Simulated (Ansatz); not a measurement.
MgO built on the wurtzite prototype: a single-point calculation in Ansatz 0.2.0 (r2SCAN). The cell was relaxed with r2SCAN and then strained (epitaxial -4.0 % in the xy plane, free normal strain +4.57 %), with the atoms relaxed again with r2SCAN; k points keep the names of the unstrained zone.

```yaml
crystal:
  lattice:
    - [3.1566885389, 0.0, 0.0]
    - [-1.5783442695, 2.7337724665, 0.0]
    - [0.0, 0.0, 5.2643910538]
  atoms:
    - { symbol: Mg, position: [0.3333333333, 0.6666666667, 0.0006739414] }
    - { symbol: Mg, position: [0.6666666667, 0.3333333333, 0.5006739414] }
    - { symbol: O, position: [0.3333333333, 0.6666666667, 0.3743260586] }
    - { symbol: O, position: [0.6666666667, 0.3333333333, 0.8743260586] }
kpoints:
  mp_grid: { grid: [12, 12, 6] }
  band_path:
    path:
      - [0.0, 0.0, 0.0]
      - [0.5, 0.0, 0.0]
      - [0.3333333333, 0.3333333333, 0.0]
      - [0.0, 0.0, 0.5]
      - [0.5, 0.0, 0.5]
      - [0.3333333333, 0.3333333333, 0.5]
    npoints: 1
hamiltonian:
  xc: r2scan
scf:
  occupations: { method: fixed }
  n_extra_bands: 5
output:
  forces: true
  stress: true
  eigenvalues: true
```

In the abridged output below, numbers in square brackets stand for lines, or ends of lines, that were taken out.
```
scf.n_extra_bands = 5 over 16 filled bands (N_el = 32.0): the run solves 21 bands
Functional definition: r2SCAN
Crystal: 4 atoms, lattice volume = 45.430 Å³
Basis set: ecut = 500 eV, 1135 PW (Γ)
Symmetry: 12 space group operations
Space group: P63mc (ITA 186)
[1]
SCF 1 converged in 6 iterations: F = -4996.116908 eV  dr2 = 1.27e-8
Free energy (F): -4996.116908 eV
Fermi energy:    4.692795 eV
--- Stress (GPa, compression-positive) ---
[2]
```

Task: Give the withheld lines. They hold the stress, the count of irreducible k points.

Result:
```
[1]
k-points: 76 of 864 (time reversal used)
[2]
        8.994815       0.000000       0.000000
        0.000000       8.994815       0.000000
        0.000000       0.000000       0.000718
  P = ⅓ Tr σ = 5.9968 GPa (59.968 kbar)
```

With r2SCAN the gap is 4.64 eV and direct, at Γ. The gap is the least over the mesh and the extra points. With the atoms held, the mean pressure is +6.00 GPa (compression positive).

Run as `ansatz run input.yaml --threads 2 --pin off --max-ram 29491MiB --backend cpu --events-out ev --progress --plain --runs-dir out`. Wall time 5.2 s on 2 threads of AMD EPYC 7R13 Processor (Zen 3) (shared host), load about 1.8 per core; peak host memory 0.6 GiB.

Spin-unpolarised throughout. Whether this structure exists isn't addressed.
